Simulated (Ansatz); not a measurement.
Here is an Ansatz 0.2.0 calculation.

File input:

```
crystal:
  lattice:
    - [2.7036817444, 0.0, 0.0]
    - [0.0, 2.7036817444, 0.0]
    - [0.0, 0.0, 2.7036817444]
  atoms:
    - { symbol: As, position: [0.5, 0.5, 0.5] }
hamiltonian:
  xc: hse06
  pseudopotentials: { kind: paw_fr }
magnetization:
  noncollinear: true
  spin_orbit: true
kpoints:
  mp_grid: { grid: [4, 4, 4] }
scf:
  occupations: { method: fermi_dirac, width: 0.05 }
output:
  forces: true
  stress: true
  eigenvalues: true
```

Q: Predict the pressure.

A: -3.0 GPa.

Q: What does it give for the band gap on the k mesh?

A: None (metal or under the smearing width).

Caveat: the k mesh is coarse (spacing up to 0.58 Å⁻¹), so the values aren't converged, least of all with exact exchange; the PAW data sets come from PBE, with cores solved anew for the run's functional, which leaves a small shift of forces and pressure; the thresholds are loose for stress.
